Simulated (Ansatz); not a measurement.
The system is Ge.

```
Ge
1.0
     0.00000    2.88574    5.11566
     2.63050    0.00000    5.11566
     2.63050    2.88574    0.00000
Ge
4
Direct
  0.72649 0.27351 0.72649
  0.27351 0.72649 0.27351
  0.21813 0.21813 0.78187
  0.78187 0.78187 0.21813
```

This isn't the form of Ge at room conditions, which is diamond.

| Property | Result |
| --- | --- |
| Program | Ansatz 0.2.0 |
| Task | relaxation of cell and atoms |
| Functional | BLYP |
| Dispersion | D4 |
| Potentials or basis | Ansatz PAW |
| Cutoff | 420 eV (not typed: the program's choice for these potentials) |
| k mesh | 5 × 5 × 5 |
| Occupations | fermi-dirac, width 0.05 eV |
| Spin | no spin polarisation |

At the start: volume 19.42 Å³/atom.

Where does the relaxation end?

It ends after 22 steps and the volume is 23.52 Å³/atom (+21.1 %); space group Fmmm (No. 69, to 0.05 Å).

Step by step:
```csv
step,energy change (eV),largest force (eV/Å),volume (Å³)
1,0.0000,0.1165,77.67
2,-0.0084,0.0952,78.67
3,-0.0122,0.0667,79.78
4,-0.1202,0.7654,81.21
5,-0.1378,0.6434,90.36
6,-0.1851,0.3042,92.32
7,-0.2872,0.7513,95.78
8,-0.3396,0.3171,95.61
9,-0.3618,0.2454,94.47
10,-0.3684,0.0474,94.93
11,-0.3707,0.0377,94.84
12,-0.3749,0.0329,94.44
13,-0.3757,0.0160,94.27
14,-0.3760,0.0228,94.11
15,-0.3761,0.0252,94.12
16,-0.3762,0.0120,94.08
17,-0.3762,0.0009,94.09
18,-0.3762,0.0006,94.07
19,-0.3878,0.0013,94.07
20,-0.3880,0.0085,94.11
21,-0.3880,0.0013,94.09
22,-0.3880,0.0013,94.09
```

Final structure:
```
Ge
1.0
     0.00000    3.16248    5.52590
     2.69208    0.00000    5.52590
     2.69208    3.16248    0.00000
Ge
4
Direct
  0.70160 0.29840 0.70160
  0.29840 0.70160 0.29840
  0.21143 0.21143 0.78857
  0.78857 0.78857 0.21143
```

Caveat: the volume moved by over 15 % at a fixed basis, so the end points are rough; the plane-wave basis is chosen anew once the cell has moved, so the energies of steps on either side of that aren't comparable; pairwise dispersion overbinds metals, which lowers pressure and volume; the PAW data sets come from PBE, with cores solved anew for the run's functional, which leaves a small shift of forces and pressure.
